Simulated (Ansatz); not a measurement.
Runs of Ansatz 0.2.0 on InAs. It takes space group Fm-3m (No. 225, cubic). The conventional cell has a = 5.755 Å, b = 5.755 Å, c = 5.755 Å, α = 90.00°, β = 90.00°, γ = 90.00°. Around In (site symmetry m-3m) lie 6 As at 2.88 Å. As (site symmetry m-3m) has 6 In at 2.88 Å as nearest neighbours. Measurements of this composition are mostly on another form, of space group No. 216.

```csv
task,level,spin,cell,k mesh,cutoff (eV),points for each segment of the path,atoms under strain,gap on the mesh (eV),pressure (GPa),relaxed volume (Å³/atom)
band structure,RPBE,off,as given,8 × 8 × 8,420,14,-,none,1.7,-
relaxation of cell and atoms,RPBE,off,relaxed,8 × 8 × 8,420,-,-,none,0.0,24.52
band structure,revPBE,off,as given,8 × 8 × 8,420,14,-,none,1.2,-
band structure,r2SCAN,off,as given,8 × 8 × 8,500,14,-,none,-2.4,-
band structure,BLYP,off,as given,8 × 8 × 8,420,14,-,none,4.5,-
relaxation of cell and atoms,LDA,off,relaxed,8 × 8 × 8,420,-,-,none,0.0,(b)
elastic constants,PBEsol,off,as given,6 × 6 × 6,420,-,relaxed,none,(a),-
band structure,LDA,"SOC, no magnetisation",as given,6 × 6 × 6,420,14,-,none,(c),-
```

Alike in all rows: potentials or basis Ansatz PAW; smearing fermi-dirac 0.05 eV.

Question: Fill in the values left out.

Answer: (a) -3.3; (b) 21.99; (c) -5.1.

Caveats: the PAW data sets come from PBE, with cores solved anew for the run's functional, which leaves a small shift of forces and pressure; spin-orbit coupling is left out, which moves the levels of the heavy elements (some runs); the plane-wave basis is chosen anew once the cell has moved, so the energies of steps on either side of that aren't comparable (some runs); the cell is more than 3 GPa from zero pressure, which shifts response properties (some runs); elastic constants of metals need much finer meshes, so these are rough (some runs).

A k mesh can miss the band edges, and rows without SOC leave out spin-orbit coupling on As, In.

A gap of «none» marks a metal or a gap under the smearing width.

Runs at the PBE level aren't shown here.
